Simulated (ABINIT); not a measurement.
Wanted: the native input for an ABINIT 10.8.3 (patched build) run.

```yaml
Task: single point
Functional: PBEsol
Potentials_or_basis: PseudoDojo NC SR PBEsol v0.4.1 standard
Cutoff: 1116 eV
k_mesh: 9 × 9 × 5
Occupations: fermi-dirac, width 0.05 eV
Spin: no spin polarisation
```

The system is ZrC.

```
Zr C
1.0
     3.39148    0.00000    0.00000
    -1.69574    2.93710    0.00000
     0.00000    0.00000    5.29005
Zr C
2 2
Direct
  0.65650 0.33618 0.74578
  0.35343 0.68148 0.25339
  0.98932 0.99143 0.50103
  0.00190 0.99084 0.99757
```

The cell comes from a database or a generator and needn't be the stable form of this composition.

The cell isn't the ideal one: atoms moved at random, drawn with an rms of 0.05 Å.

One way to write it, as run:

run.abi

```
# Pseudopotentials
pp_dirpath "./"
pseudos "Zr.upf, C.upf"

# Structure
acell 3.3914762718 3.3914762718 5.290053 Angstrom
rprim
     1.0000000000     0.0000000000     0.0000000000
    -0.5000000000     0.8660254038     0.0000000000
     0.0000000000     0.0000000000     1.0000000000
ntypat 2
znucl 40 6
natom 4
typat 1 1 2 2
xcart
     3.1301911809     1.8658799380     7.4553472351
     0.0813329235     3.7824176769     2.5330268420
    -0.0409981255    -0.0475662707     5.0086823280
     0.0415492962    -0.0508298609    -0.0242821090
chkprim 0
chksymtnons 0
tolsym 1.0e-6

# Plane-wave basis
ecut 41.0

# k points
kptopt 1
ngkpt 9 9 5
nshiftk 1
shiftk 0.0 0.0 0.0

# Exchange and correlation
ixc -116133

# Bands and occupations
nband 20
occopt 3
tsmear 0.00183747

# SCF cycle
nstep 100
tolvrs 1.0e-10

# Output
iomode 3
prtwf 0
prteig 0
prtebands 0
enunit 2
prtden 1
prtvha 1
prtvclmb 1
prtpot 1
prtelf 1
```

Potentials or basis: PseudoDojo NC SR PBEsol v0.4.1 standard.

Run with:

```bash
$ abinit run.abi > log 2>&1
```

Results of the run:

| Item | Value |
| --- | --- |
| Pressure | -7.0 GPa |
| Largest force | 1.271 eV/Å |
| Band gap on the k mesh | none (metal or under the smearing width) |
| Valence electrons inside the program's atomic spheres | Zr 8.39; C 3.77, 3.73 |

Wall time 10 min on 1 thread of Arm Neoverse V2, with other jobs on the host, peak memory 0.36 GiB.
